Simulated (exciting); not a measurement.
# Ge (Fd-3m) in exciting: equation of state

Aim: energy against volume of Ge in PBEsol, for its equilibrium volume and stiffness.

Program: exciting (release sodium). These are calculated values, not measurements. Logs are shortened: lines on timing, memory, paths and dates and some standing lists are left out, and cuts for length are marked.

**Measured values to compare with.**

From “Sub-monolayer structures of Ag overlayers on Ge(111): experimental observations and first-principles study”, 2019, arxiv:1908.00180, for a bulk crystal of Ge: bulk modulus 75.8 GPa.

The results are compared with them further down.

### 1 Starting point

It takes space group Fd-3m (No. 227, cubic). Conventional cell: a = 5.658 Å, b = 5.658 Å, c = 5.658 Å, α = 90.00°, β = 90.00°, γ = 90.00°. Ge (site symmetry -43m) has 4 Ge at 2.45 Å as nearest neighbours.

### 2 Equation of state, PBEsol, 21.28 Å³/atom (volume scaled by 0.94)

The input, input.xml:

```xml
<input>
  <title>Ge</title>
  <structure speciespath="./" tshift="false">
    <crystal scale="1">
      <basevect>0.000000000000 5.236735221593 5.236735221593</basevect>
      <basevect>5.236735221593 0.000000000000 5.236735221593</basevect>
      <basevect>5.236735221593 5.236735221593 0.000000000000</basevect>
    </crystal>
    <species speciesfile="Ge.xml" rmt="2">
      <atom coord="0.750000000000 0.750000000000 0.750000000000"/>
      <atom coord="0.500000000000 0.500000000000 0.500000000000"/>
    </species>
  </structure>
  <groundstate do="fromscratch" ngridk="8 8 8" rgkmax="9" gmaxvr="14" lmaxapw="10" lmaxmat="10" lmaxvr="8" xctype="GGA_PBE_SOL" stype="Fermi Dirac" swidth="0.00183747" nempty="10" ValenceRelativity="iora*" epsengy="1e-05" epspot="1e-05" maxscl="60" outputlevel="normal"/>
</input>
```

Potentials or basis: all-electron LAPW+lo, shipped species files, valence relativity iora*.

On the command line:

```console
$ OMP_NUM_THREADS=1 exciting_smp
```

INFO.OUT:

```text
================================================================================
EXCITING SODIUM started
[... 10 lines left out ...]

 Lattice vectors (cartesian) :
      0.0000000000      5.2367352216      5.2367352216
      5.2367352216      0.0000000000      5.2367352216
      5.2367352216      5.2367352216      0.0000000000

 Reciprocal lattice vectors (cartesian) :
     -0.5999143590      0.5999143590      0.5999143590
      0.5999143590     -0.5999143590      0.5999143590
      0.5999143590      0.5999143590     -0.5999143590

 Unit cell volume                           :     287.2181251649
 Brillouin zone volume                      :       0.8636300836

 Species :    1 (Ge)
     parameters loaded from                 :    Ge.xml
     name                                   :    germanium
     nuclear charge                         :     -32.00000000
     electronic charge                      :      32.00000000
     atomic mass                            :  132359.93290000
     muffin-tin radius                      :       2.00000000
     # of radial points in muffin-tin       :     350

     atomic positions (lattice) :
       1 :   0.75000000  0.75000000  0.75000000
       2 :   0.50000000  0.50000000  0.50000000

 Total number of atoms per unit cell        :       2

 Spin treatment                             :    spin-unpolarised

 Number of Bravais lattice symmetries       :      48
 Number of crystal symmetries               :      24

 k-point grid                               :       8    8    8
 Total number of k-points                   :      43
 k-point set is reduced with crystal symmetries

 R^MT_min * |G+k|_max (rgkmax)              :       9.00000000
 Species with R^MT_min                      :       1 (Ge)
 Maximum |G+k| for APW functions            :       4.50000000
 Maximum |G| for potential and density      :      14.00000000

 G-vector grid sizes                        :      36    36    36
 Total number of G-vectors                  :   13371

 Maximum angular momentum used for
     APW functions                          :      10
     computing H and O matrix elements      :      10
     potential and density                  :       8
     inner part of muffin-tin               :       2

 Total nuclear charge                       :     -64.00000000
 Total electronic charge                    :      64.00000000
 Total core charge                          :      36.00000000
 Total valence charge                       :      28.00000000

 Number of empty states                     :      10
 Total number of valence states             :      25

 Maximum Hamiltonian size                   :     487
 Maximum number of plane-waves              :     459
 Total number of local-orbitals             :      28

 Exchange-correlation type                  :      22
     PBEsol, Phys. Rev. Lett. 100, 136406 (2008)
     Generalised gradient approximation (GGA)

[... 20 lines left out ...]
+ SCF iteration number :    1                                                  +
++++++++++++++++++++++++++++++++++++++++++++++++++++++++++++++++++++++++++++++++
 Total energy                               :     -4194.29467551
 _______________________________________________________________
 Fermi energy                               :         0.22933852
 Kinetic energy                             :      4283.52950328
 Coulomb energy                             :     -8321.41442997
 Exchange energy                            :      -152.83935647
 Correlation energy                         :        -3.57039235

 DOS at Fermi energy (states/Ha/cell)       :         0.15946322

 Electron charges :
     core                                   :        36.00000000
     core leakage                           :         0.00655809
     valence                                :        28.00000000
     interstitial                           :         4.77469362
     charge in muffin-tin spheres :
                  atom     1    Ge          :        29.61265319
                  atom     2    Ge          :        29.61265319
     total charge in muffin-tins            :        59.22530638
     total charge                           :        64.00000000
[... 294 lines left out ...]
 Electron charges :
     core                                   :        36.00000000
     core leakage                           :         0.00646225
     valence                                :        28.00000000
     interstitial                           :         4.80837544
     charge in muffin-tin spheres :
                  atom     1    Ge          :        29.59581571
                  atom     2    Ge          :        29.59580885
     total charge in muffin-tins            :        59.19162456
     total charge                           :        64.00000000

 RMS change in effective potential (target) :  0.443276E-09  ( 0.100000E-04)
 Absolute change in total energy   (target) :  0.295654E-06  ( 0.100000E-04)
 Charge distance                   (target) :  0.192622E-08  ( 0.100000E-04)

++++++++++++++++++++++++++++++++++++++++++++++++++++++++++++++++++++++++++++++++
| Convergency criteria checked for the last 2 iterations                       +
| Convergence targets achieved. Performing final SCF iteration                 +
++++++++++++++++++++++++++++++++++++++++++++++++++++++++++++++++++++++++++++++++
 Total energy                               :     -4195.14245791
 _______________________________________________________________
 Fermi energy                               :         0.23436347
 Kinetic energy                             :      4283.43194700
 Coulomb energy                             :     -8322.11693530
 Exchange energy                            :      -152.88581862
 Correlation energy                         :        -3.57165099

 DOS at Fermi energy (states/Ha/cell)       :         0.68815183

 Electron charges :
     core                                   :        36.00000000
     core leakage                           :         0.00646225
     valence                                :        28.00000000
     interstitial                           :         4.80837544
     charge in muffin-tin spheres :
                  atom     1    Ge          :        29.59581571
                  atom     2    Ge          :        29.59580885
     total charge in muffin-tins            :        59.19162456
     total charge                           :        64.00000000

++++++++++++++++++++++++++++++++++++++++++++++++++++++++++++++++++++++++++++++++
[... 9 lines left out ...]
| EXCITING SODIUM stopped                                                      =
================================================================================
```

Run time: 2.5 min. Hardware: 1 thread of Arm Neoverse V2, shared host; peak memory 0.14 GiB.

Results:

* Free energy: -114155.6421 eV
* Band gap on the k mesh: 0.31 eV, indirect (least direct gap 0.56 eV)
* All electrons inside the program's atomic spheres: Ge 29.60 (radii Ge 2.0 bohr)

### 3 Equation of state, PBEsol, 21.73 Å³/atom (volume scaled by 0.96)

input.xml: that of step 2 with these lines changed.

```diff
@@ -4,5 +4,5 @@
     <crystal scale="1">
-      <basevect>0.000000000000 5.236735221593 5.236735221593</basevect>
-      <basevect>5.236735221593 0.000000000000 5.236735221593</basevect>
-      <basevect>5.236735221593 5.236735221593 0.000000000000</basevect>
+      <basevect>0.000000000000 5.273614853780 5.273614853780</basevect>
+      <basevect>5.273614853780 0.000000000000 5.273614853780</basevect>
+      <basevect>5.273614853780 5.273614853780 0.000000000000</basevect>
     </crystal>
```

Potentials or basis: all-electron LAPW+lo, shipped species files, valence relativity iora*.

On the command line:

```console
$ OMP_NUM_THREADS=1 exciting_smp
```

Run time: 2.5 min. Hardware: 1 thread of Arm Neoverse V2, shared host; peak memory 0.14 GiB.

It converged, with:

| Item | Value |
| --- | --- |
| Free energy | -114155.6684 eV |
| Band gap on the k mesh | 0.25 eV, indirect (least direct gap 0.36 eV) |
| All electrons inside the program's atomic spheres | Ge 29.58 (radii Ge 2.0 bohr) |

### 4 Equation of state, PBEsol, 22.19 Å³/atom (volume scaled by 0.98)

input.xml: that of step 3 with these lines changed.

```diff
@@ -4,5 +4,5 @@
     <crystal scale="1">
-      <basevect>0.000000000000 5.273614853780 5.273614853780</basevect>
-      <basevect>5.273614853780 0.000000000000 5.273614853780</basevect>
-      <basevect>5.273614853780 5.273614853780 0.000000000000</basevect>
+      <basevect>0.000000000000 5.309985760734 5.309985760734</basevect>
+      <basevect>5.309985760734 0.000000000000 5.309985760734</basevect>
+      <basevect>5.309985760734 5.309985760734 0.000000000000</basevect>
     </crystal>
```

On the command line:

```console
$ OMP_NUM_THREADS=1 exciting_smp
```

It took 2.8 min on 1 thread of Arm Neoverse V2, shared host; peak memory 0.14 GiB.

The run converged. Its results:

```yaml
Free_energy: -114155.6849 eV
Band_gap_on_the_k_mesh: 0.17 eV, direct
All_electrons_inside_the_program's_atomic_spheres: Ge 29.57 (radii Ge 2.0 bohr)
```

### 5 Equation of state, PBEsol, 22.64 Å³/atom

input.xml: that of step 4 with these lines changed.

```diff
@@ -4,5 +4,5 @@
     <crystal scale="1">
-      <basevect>0.000000000000 5.309985760734 5.309985760734</basevect>
-      <basevect>5.309985760734 0.000000000000 5.309985760734</basevect>
-      <basevect>5.309985760734 5.309985760734 0.000000000000</basevect>
+      <basevect>0.000000000000 5.345865131215 5.345865131215</basevect>
+      <basevect>5.345865131215 0.000000000000 5.345865131215</basevect>
+      <basevect>5.345865131215 5.345865131215 0.000000000000</basevect>
     </crystal>
```

On the command line:

```console
$ OMP_NUM_THREADS=1 exciting_smp
```

Wall time 2.7 min (1 thread of Arm Neoverse V2, shared host); peak memory 0.14 GiB.

The run converged. Its results:

```yaml
Free_energy: -114155.6924 eV
Band_gap_on_the_k_mesh: none (metal or under the smearing width)
All_electrons_inside_the_program's_atomic_spheres: Ge 29.56 (radii Ge 2.0 bohr)
```

### 6 Equation of state, PBEsol, 23.09 Å³/atom (volume scaled by 1.02)

input.xml: that of step 5 with these lines changed.

```diff
@@ -4,5 +4,5 @@
     <crystal scale="1">
-      <basevect>0.000000000000 5.345865131215 5.345865131215</basevect>
-      <basevect>5.345865131215 0.000000000000 5.345865131215</basevect>
-      <basevect>5.345865131215 5.345865131215 0.000000000000</basevect>
+      <basevect>0.000000000000 5.381269243323 5.381269243323</basevect>
+      <basevect>5.381269243323 0.000000000000 5.381269243323</basevect>
+      <basevect>5.381269243323 5.381269243323 0.000000000000</basevect>
     </crystal>
```

Potentials or basis: all-electron LAPW+lo, shipped species files, valence relativity iora*.

On the command line:

```console
$ OMP_NUM_THREADS=1 exciting_smp
```

Wall time 3.1 min (1 thread of Arm Neoverse V2, shared host); peak memory 0.14 GiB.

Results (log left out):

```yaml
Free_energy: -114155.6925 eV
Band_gap_on_the_k_mesh: none (metal or under the smearing width)
All_electrons_inside_the_program's_atomic_spheres: Ge 29.55 (radii Ge 2.0 bohr)
```

### 7 Equation of state, PBEsol, 23.54 Å³/atom (volume scaled by 1.04)

input.xml: that of step 6 with these lines changed.

```diff
@@ -4,5 +4,5 @@
     <crystal scale="1">
-      <basevect>0.000000000000 5.381269243323 5.381269243323</basevect>
-      <basevect>5.381269243323 0.000000000000 5.381269243323</basevect>
-      <basevect>5.381269243323 5.381269243323 0.000000000000</basevect>
+      <basevect>0.000000000000 5.416213529319 5.416213529319</basevect>
+      <basevect>5.416213529319 0.000000000000 5.416213529319</basevect>
+      <basevect>5.416213529319 5.416213529319 0.000000000000</basevect>
     </crystal>
```

On the command line:

```console
$ OMP_NUM_THREADS=1 exciting_smp
```

It took 3.2 min on 1 thread of Arm Neoverse V2, shared host; peak memory 0.14 GiB.

It converged, with:

```
Free energy                                       : -114155.6853 eV
Band gap on the k mesh                            : none (metal or under the smearing width)
All electrons inside the program's atomic spheres : Ge 29.53 (radii Ge 2.0 bohr)
```

Caveat: the log's total energy holds no entropy term; the free energy is that total less TS from the occupations.

### 8 Equation of state, PBEsol, 24.00 Å³/atom (volume scaled by 1.06)

input.xml: that of step 7 with these lines changed.

```diff
@@ -4,5 +4,5 @@
     <crystal scale="1">
-      <basevect>0.000000000000 5.416213529319 5.416213529319</basevect>
-      <basevect>5.416213529319 0.000000000000 5.416213529319</basevect>
-      <basevect>5.416213529319 5.416213529319 0.000000000000</basevect>
+      <basevect>0.000000000000 5.450712634767 5.450712634767</basevect>
+      <basevect>5.450712634767 0.000000000000 5.450712634767</basevect>
+      <basevect>5.450712634767 5.450712634767 0.000000000000</basevect>
     </crystal>
```

On the command line:

```console
$ OMP_NUM_THREADS=1 exciting_smp
```

Run time: 3.3 min. Hardware: 1 thread of Arm Neoverse V2, shared host; peak memory 0.14 GiB.

The run converged. Its results:

| Quantity | Value |
| --- | --- |
| Free energy | -114155.6720 eV |
| Band gap on the k mesh | none (metal or under the smearing width) |
| All electrons inside the program's atomic spheres | Ge 29.52 (radii Ge 2.0 bohr) |

Caveat: the log's total energy holds no entropy term; the free energy is that total less TS from the occupations.

### 9 Equation of state, PBEsol

Potentials or basis: all-electron LAPW+lo, shipped species files, valence relativity iora*.

No new run: the results of the series are fitted here.

Results:

```yaml
Equilibrium_volume: 22.85 Å³/atom
Bulk_modulus: 66 GPa
Pressure_derivative_of_the_bulk_modulus: 4.9
```

Energy against volume, from the lowest point:
```csv
volume (Å³/atom),energy (meV/atom)
21.281,25.20
21.733,12.01
22.186,3.79
22.639,0.05
23.092,0.00
23.545,3.60
23.997,10.23
```

### 10 How close it comes

Step 9. Measured bulk modulus of Ge: 75.8 GPa (quoted in “Sub-monolayer structures of Ag overlayers on Ge(111): experimental observations and first-principles study”, 2019, arxiv:1908.00180). This calculation gives 66 GPa (-13.2 %). The fit is for a static lattice scaled at fixed shape and fixed fractional positions. The cell as given is a measured one (22.64 Å³/atom); PBEsol puts the equilibrium volume +0.9 % from it, thermal expansion not counted.
